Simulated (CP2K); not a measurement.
# Pd (Fm-3m) in CP2K: settings compared

One crystal, Pd, is run at these levels: RPBE, RPBE+D3, RPBE+D3(BJ); tasks: single point.

Everything below comes from runs of CP2K 2026.2. Logs are shortened: lines on timing, memory, paths and dates and some standing lists are left out, and cuts for length are marked.

### 1 The crystal as given

It takes space group Fm-3m (No. 225, cubic). The conventional cell has a = 3.893 Å, b = 3.893 Å, c = 3.893 Å, α = 90.00°, β = 90.00°, γ = 90.00°. Pd (site symmetry m-3m) is surrounded by 12 Pd at 2.75 Å.

### 2 Single point, RPBE

pd_scf.inp reads:

```
&GLOBAL
  PROJECT pd_scf
  RUN_TYPE ENERGY_FORCE
  PRINT_LEVEL LOW
&END GLOBAL
&FORCE_EVAL
  METHOD QS
  STRESS_TENSOR ANALYTICAL
  &DFT
    BASIS_SET_FILE_NAME BASIS_MOLOPT_UZH
    POTENTIAL_FILE_NAME POTENTIAL_UZH
    &MGRID
      CUTOFF 500
      REL_CUTOFF 60
      NGRIDS 5
    &END MGRID
    &QS
      METHOD GPW
      EPS_DEFAULT 1.0E-10
    &END QS
    &KPOINTS
      SCHEME MONKHORST-PACK 12 12 12
      GAMMA_CENTERED T
      SYMMETRY T
      SYMMETRY_BACKEND SPGLIB
    &END KPOINTS
    &SCF
      SCF_GUESS ATOMIC
      EPS_SCF 1.0E-6
      MAX_SCF 100
      ADDED_MOS 11
      CHOLESKY OFF
      EPS_EIGVAL 1.0E-7
      &DIAGONALIZATION ON
        ALGORITHM STANDARD
      &END DIAGONALIZATION
      &MIXING ON
        METHOD BROYDEN_MIXING
        ALPHA 0.4
        BETA 1.5
        NBUFFER 8
      &END MIXING
      &SMEAR ON
        METHOD FERMI_DIRAC
        ELECTRONIC_TEMPERATURE [K] 580.226
      &END SMEAR
    &END SCF
    &XC
      &XC_FUNCTIONAL
        &GGA_X_RPBE
        &END GGA_X_RPBE
        &GGA_C_PBE
        &END GGA_C_PBE
      &END XC_FUNCTIONAL
    &END XC
    &PRINT
      &KPOINTS ON
      &END KPOINTS
      &MULLIKEN ON
      &END MULLIKEN
      &MO ON
        ENERGIES T
        OCCUPATION_NUMBERS T
        &EACH
          QS_SCF 0
        &END EACH
        ADD_LAST NUMERIC
      &END MO
      &LOWDIN ON
      &END LOWDIN
      &HIRSHFELD ON
        SHAPE_FUNCTION DENSITY
      &END HIRSHFELD
    &END PRINT
  &END DFT
  &SUBSYS
    &CELL
      A 2.7527666992 0.0000000000 0.0000000000
      B 1.3763833496 2.3839658922 0.0000000000
      C 1.3763833496 0.7946552974 2.2476245980
      PERIODIC XYZ
    &END CELL
    &COORD
      Pd  0.0000000000 0.0000000000 0.0000000000
    &END COORD
    &KIND Pd
      BASIS_SET TZVP-MOLOPT-PBE-GTH-q18
      POTENTIAL GTH-PBE-q18
    &END KIND
    &PRINT
      &ATOMIC_COORDINATES ON
      &END ATOMIC_COORDINATES
      &CELL ON
      &END CELL
    &END PRINT
  &END SUBSYS
  &PRINT
    &FORCES ON
    &END FORCES
    &STRESS_TENSOR ON
    &END STRESS_TENSOR
  &END PRINT
&END FORCE_EVAL
```

Potentials or basis: POTENTIAL_UZH Pd GTH-PBE-q18; TZVP-MOLOPT-PBE-GTH basis.

Command:

```
> OMP_NUM_THREADS=1 cp2k.psmp -i pd_scf.inp -o pd_scf.out
```

pd_scf.out:

```text

 CP2K| version string:                                       CP2K version 2026.2
 CP2K| Input file name                                                pd_scf.inp

 GLOBAL| Force Environment number                                              1
 GLOBAL| Basis set file name                                    BASIS_MOLOPT_UZH
 GLOBAL| Potential file name                                       POTENTIAL_UZH
 GLOBAL| MM Potential file name                                     MM_POTENTIAL
 GLOBAL| Coordinate file name                                      __STD_INPUT__
 GLOBAL| Method name                                                        CP2K
 GLOBAL| Project name                                                     pd_scf
 GLOBAL| Run type                                                   ENERGY_FORCE
 GLOBAL| FFT library                                                       FFTW3
[... 8 lines left out ...]
 GLOBAL| CPU model name                                                  UNKNOWN

 CELL| Volume [angstrom^3]:                                            14.750041
 CELL| Vector a [angstrom]:       2.753     0.000     0.000   |a| =     2.752767
 CELL| Vector b [angstrom]:       1.376     2.384     0.000   |b| =     2.752767
 CELL| Vector c [angstrom]:       1.376     0.795     2.248   |c| =     2.752767
 CELL| Angle (b,c), alpha [degree]:                                    60.000000
 CELL| Angle (a,c), beta  [degree]:                                    60.000000
 CELL| Angle (a,b), gamma [degree]:                                    60.000000
 CELL| Numerically orthorhombic:                                              NO
 CELL| Periodicity                                                           XYZ

 CELL_REF| Volume [angstrom^3]:                                        14.750041
 CELL_REF| Vector a [angstrom     2.753     0.000     0.000   |a| =     2.752767
 CELL_REF| Vector b [angstrom     1.376     2.384     0.000   |b| =     2.752767
 CELL_REF| Vector c [angstrom     1.376     0.795     2.248   |c| =     2.752767
 CELL_REF| Angle (b,c), alpha [degree]:                                60.000000
 CELL_REF| Angle (a,c), beta  [degree]:                                60.000000
 CELL_REF| Angle (a,b), gamma [degree]:                                60.000000
 CELL_REF| Numerically orthorhombic:                                          NO
 CELL_REF| Periodicity                                                       XYZ
[... 9 lines left out ...]
 TOTAL NUMBERS AND MAXIMUM NUMBERS

  Total number of            - Atomic kinds:                                   1
                             - Atoms:                                          1
                             - Shell sets:                                     1
                             - Shells:                                        11
                             - Primitive Cartesian functions:                  7
                             - Cartesian basis functions:                     41
                             - Spherical basis functions:                     35

  Maximum angular momentum of- Orbital basis functions:                        3
                             - Local part of the GTH pseudopotential:          2
                             - Non-local part of the GTH pseudopotential:      4

 MODULE QUICKSTEP: ATOMIC COORDINATES IN ANGSTROM

   Atom Kind Element         X             Y             Z       Z(eff)     Mass
      1    1 Pd   46      0.000000      0.000000      0.000000  18.0000 106.4200

 SCF PARAMETERS         Density guess:                                    ATOMIC
[... 9 lines left out ...]
                        --------------------------------------------------------
                        level_shift [a.u.]:                             0.000000
                        added MOs                                        11    0
                        --------------------------------------------------------
                        Mixing method:                            BROYDEN_MIXING
[... 11 lines left out ...]
 *******************************************************************************
 BRILLOUIN| K-point scheme                                        Monkhorst-Pack
 BRILLOUIN| K-Point grid                                            12   12   12
 BRILLOUIN| Gamma-centered k-point mesh                                     ON
 BRILLOUIN| K-point symmetry accuracy                               0.100000E-05
 BRILLOUIN| K-Point point group symmetrization                                ON
 BRILLOUIN| Symmetry backend                                             SPGLIB
 BRILLOUIN| Symmetry reduction method                                    SPGLIB
 BRILLOUIN| Wavefunction type                                            COMPLEX
 BRILLOUIN| List of Kpoints [2 Pi/Bohr]                                       72
 BRILLOUIN| Number           Weight            X              Y              Z
 BRILLOUIN|     1           0.00463       -0.41667       -0.41667       -0.41667
 BRILLOUIN|     2           0.01389       -0.41667       -0.41667       -0.33333
 BRILLOUIN|     3           0.01389       -0.41667       -0.41667       -0.25000
 BRILLOUIN|     4           0.01389       -0.41667       -0.41667       -0.16667
 BRILLOUIN|     5           0.01389       -0.41667       -0.41667       -0.08333
 BRILLOUIN|     6           0.00347       -0.41667       -0.41667        0.00000
[... 32 lines left out ...]
 BRILLOUIN|    39           0.01389       -0.33333       -0.33333       -0.25000
 BRILLOUIN|    40           0.01389       -0.33333       -0.33333       -0.16667
 [... further k-points ...]
 *******************************************************************************

 Extrapolation method: initial_guess

 Number of electrons:                                                         18
 Number of occupied orbitals:                                                  9
 Number of molecular orbitals:                                                20

 Number of orbital functions:                                                 35
 Number of independent orbital functions:                                     35

 SCF WAVEFUNCTION OPTIMIZATION

  Step     Update method      Time    Convergence         Total energy    Change
  ------------------------------------------------------------------------------
     1 NoMix/Diag. 0.40E+00   10.4     0.38562009      -126.8621993871 -1.27E+02
     2 Broy./Diag. 0.40E+00    7.6     0.10328438      -128.6476528575 -1.79E+00
     3 Broy./Diag. 0.40E+00    7.6     0.07784741      -127.3926403634  1.26E+00
     4 Broy./Diag. 0.40E+00    7.6     0.02620327      -126.6783292013  7.14E-01
     5 Broy./Diag. 0.40E+00    7.6     0.00127742      -126.7010007478 -2.27E-02
     6 Broy./Diag. 0.40E+00    7.6     0.00120767      -126.6863838844  1.46E-02
     7 Broy./Diag. 0.40E+00    7.6     0.00059937      -126.6860475811  3.36E-04
     8 Broy./Diag. 0.40E+00    7.6     0.00032279      -126.6819132813  4.13E-03
     9 Broy./Diag. 0.40E+00    7.7     0.00006819      -126.6856340060 -3.72E-03
    10 Broy./Diag. 0.40E+00    7.8     0.00004986      -126.6849478024  6.86E-04
    11 Broy./Diag. 0.40E+00    8.0     0.00000222      -126.6854265269 -4.79E-04
    12 Broy./Diag. 0.40E+00    8.0     0.00000185      -126.6853884944  3.80E-05
    13 Broy./Diag. 0.40E+00    7.9     0.00000002      -126.6853978663 -9.37E-06

  *** SCF run converged in    13 steps ***

  Electronic density on regular grids:        -17.9999999995        0.0000000005
  Core density on regular grids:               17.9999999994       -0.0000000006
  Total charge density on r-space grids:       -0.0000000000
  Total charge density g-space grids:          -0.0000000000

  Overlap energy of the core charge distribution:               0.00000000000000
  Self energy of the core charge distribution:               -221.15777161144405
  Core Hamiltonian energy:                                     53.12677092330004
  Hartree energy:                                              54.00202118455855
  Exchange-correlation energy:                                -12.65570246998329
  Electronic entropic energy:                                  -0.00071589273589
  Fermi energy:                                                 0.55099434738600

  Total energy:                                              -126.68539786629545
  Total energy (extrapolated to T->0):                       -126.68503991992750

 MO| EIGENVALUES AND OCCUPATION NUMBERS FOR K POINT 1
 MO|
 MO|  Index      Eigenvalue [a.u.]        Eigenvalue [eV]             Occupation
 MO|      1              -2.535434             -68.992678               2.000000
 MO|      2              -1.287566             -35.036442               2.000000
 MO|      3              -1.275258             -34.701540               2.000000
 MO|      4              -1.275258             -34.701540               2.000000
 MO|      5               0.357704               9.733631               2.000000
 MO|      6               0.447035              12.164436               2.000000
[... 12 lines left out ...]
 MO|     19               1.973032              53.688939               0.000000
 MO|     20               2.078776              56.566363               0.000000
 MO| Sum:                                                              19.110892
 MO| E(Fermi):            0.550994 a.u.         14.993319 eV
[... 315 lines left out ...]
 MO|  Index      Eigenvalue [a.u.]        Eigenvalue [eV]             Occupation
 MO|      1              -2.535606             -68.997339               2.000000
 MO|      2              -1.284480             -34.952477               2.000000
 MO|      3              -1.276848             -34.744789               2.000000
 MO|      4              -1.275235             -34.700909               2.000000
 MO|      5               0.378370              10.295972               2.000000
 MO|      6               0.442407              12.038520               2.000000
[... 12 lines left out ...]
 MO|     19               2.043074              55.594857               0.000000
 MO|     20               2.108238              57.368061               0.000000
 MO| Sum:                                                              17.999999
 MO| E(Fermi):            0.550994 a.u.         14.993319 eV

 [... the levels of further k-points ...]

 !-----------------------------------------------------------------------------!
                     Mulliken Population Analysis

 #  Atom  Element  Kind  Atomic population                           Net charge
       1     Pd       1         18.000000                              0.000000
 # Total charge                             18.000000                  0.000000

 !-----------------------------------------------------------------------------!

 !-----------------------------------------------------------------------------!
                           Hirshfeld Charges

  #Atom  Element  Kind  Ref Charge     Population                    Net charge
      1       Pd     1      18.000         18.000                        -0.000

  Total Charge                                                           -0.000
 !-----------------------------------------------------------------------------!

 LOWDIN POPULATION ANALYSIS

 #  Atom  Element  Kind  Atomic population                           Net charge
       1     Pd       1         18.000000                              0.000000
 # Total charge                             18.000000                  0.000000

 ENERGY| Total FORCE_EVAL ( QS ) energy [hartree]           -126.685397692956542

 FORCES| Atomic forces [hartree/bohr]
 FORCES|   Atom     x               y               z               |f|
 FORCES|      1 -3.10354711E-14 -1.71010033E-14 -1.43394420E-14   3.82264879E-14
 FORCES| Sum    -3.10354711E-14 -1.71010033E-14 -1.43394420E-14
 FORCES| Total atomic force                                       3.82264879E-14

 STRESS| Analytical stress tensor [bar]
 STRESS|                        x                   y                   z
 STRESS|      x        1.37391376876E+05   2.51198056139E-01   1.75778824421E-01
 STRESS|      y        2.51198056139E-01   1.37391092793E+05   1.06683874081E-01
 STRESS|      z        1.75778824421E-01   1.06683874081E-01   1.37391020158E+05
 STRESS| 1/3 Trace                                             1.37391163276E+05
 STRESS| Determinant                                           2.59344117697E+15

 STRESS| Eigenvectors and eigenvalues of the analytical stress tensor [bar]
 STRESS|                        1                   2                   3
 STRESS| Eigenvalues   1.37390943168E+05   1.37390949938E+05   1.37391596721E+05
 STRESS|      x          -0.176734721548     -0.555286657671      0.812663254991
 STRESS|      y           0.750637906440      0.458011714522      0.476201640879
 STRESS|      z          -0.636637708289      0.694177208768      0.335872641356
```

Run time: 2 min. Hardware: 1 thread of Arm Neoverse V2, shared host; peak memory 0.29 GiB.

Results:

```yaml
Free_energy: -3447.2850 eV
Pressure: 13.7 GPa
Band_gap_on_the_k_mesh: none (metal or under the smearing width)
```

Caveat: the potentials were made for another functional, which shifts forces and pressure; the basis of atomic orbitals isn't converged, which shifts pressures, moduli and gaps.

### 3 Single point, RPBE+D3

pd_scf.inp, as its differences from that of step 2:

```diff
@@ -54,2 +54,12 @@
       &END XC_FUNCTIONAL
+      &VDW_POTENTIAL
+        POTENTIAL_TYPE PAIR_POTENTIAL
+        &PAIR_POTENTIAL
+          TYPE DFTD3
+          REFERENCE_FUNCTIONAL RPBE
+          PARAMETER_FILE_NAME dftd3.dat
+          R_CUTOFF 20
+          D3_REFERENCE_CODE T
+        &END PAIR_POTENTIAL
+      &END VDW_POTENTIAL
     &END XC
```

Potentials or basis: POTENTIAL_UZH Pd GTH-PBE-q18; TZVP-MOLOPT-PBE-GTH basis.

Command:

```
> OMP_NUM_THREADS=1 cp2k.psmp -i pd_scf.inp -o pd_scf.out
```

It took 2 min on 1 thread of Arm Neoverse V2, shared host; peak memory 0.31 GiB.

The run converged. Its results:

```
Free energy            : -3448.1024 eV
Pressure               : 5.1 GPa
Band gap on the k mesh : none (metal or under the smearing width)
```

Levels at points of the mesh, in eV from the Fermi level:
```tsv
k point	band 7	band 8	band 9	band 10	band 11	band 12
(0.00, 0.00, 0.00)	-2.84	-2.84	-1.21	-1.21	18.06	22.61
(0.00, 0.00, 0.50)	-2.89	0.00	0.00	0.98	7.42	17.68
(0.00, 0.50, 0.50)	-0.03	0.31	0.31	3.33	10.90	13.25
```

Caveat: the potentials were made for another functional, which shifts forces and pressure; the basis of atomic orbitals isn't converged, which shifts pressures, moduli and gaps; pairwise dispersion overbinds metals, which lowers pressure and volume.

(Part 1 of 2 ends here.)
